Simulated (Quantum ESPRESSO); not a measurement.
MgS (Niningerite): zone-centre phonons and dielectric response under several settings

```xyz
2
Lattice="0.0000 2.6016 2.6016 2.6016 0.0000 2.6016 2.6016 2.6016 0.0000" Properties=species:S:1:pos:R:3 pbc="T T T"
S     2.6016    2.6016    2.6016
Mg    0.0000    0.0000    0.0000
```

All runs used Quantum ESPRESSO 7.5; k mesh 6 × 6 × 6, shifted; relaxed cell; no spin polarisation; cutoff 1143 eV; occupations smeared at first, fixed for the response.

| level | potentials | volume (Å³/atom) | lowest optical mode without the field (cm⁻¹) | highest mode with the field (cm⁻¹) | ε∞ (mean) | ε0 (mean) | Born charge of atom 1 (e) |
| --- | --- | --- | --- | --- | --- | --- | --- |
| LDA | PseudoDojo 0.4.1 SR LDA standard | 16.89 | 252 | 404 | 5.60 | 14.4 | -2.30 |
| PBE | PseudoDojo 0.4.1 SR PBE standard | ? | ? | ? | ? | ? | ? |
| PBEsol | PseudoDojo 0.4.1 SR PBEsol standard | 17.41 | 242 | 397 | 5.54 | 14.9 | -2.32 |
| RPBE | PseudoDojo 0.4.1 SR PBE standard | 18.36 | 218 | 387 | 5.31 | 16.7 | -2.37 |
| revPBE | PseudoDojo 0.4.1 SR PBE standard | 18.27 | 220 | 388 | 5.33 | 16.5 | -2.36 |
| WC | PseudoDojo 0.4.1 SR PBE standard | 17.53 | 243 | 398 | 5.53 | 14.8 | -2.32 |
| vdW-DF-cx | PseudoDojo 0.4.1 SR PBE standard | 17.68 | 249 | 403 | 5.38 | 14.1 | -2.32 |

**Question.** What stands in the row left open?

**Answer.** Volume 17.89 Å³/atom; lowest optical mode without the field 229 cm⁻¹; highest mode with the field 392 cm⁻¹; ε∞ 5.43; ε0 15.9; Born charge of atom 1 -2.35 e.

Caveats: before the sum rule the acoustic modes lie tens of cm⁻¹ from zero, a sign that the density grid also shifts the optical modes (some runs); the potentials were made for another functional, which shifts forces and pressure (some runs).

For the row left open. Caveat: before the sum rule the acoustic modes lie tens of cm⁻¹ from zero, a sign that the density grid also shifts the optical modes.
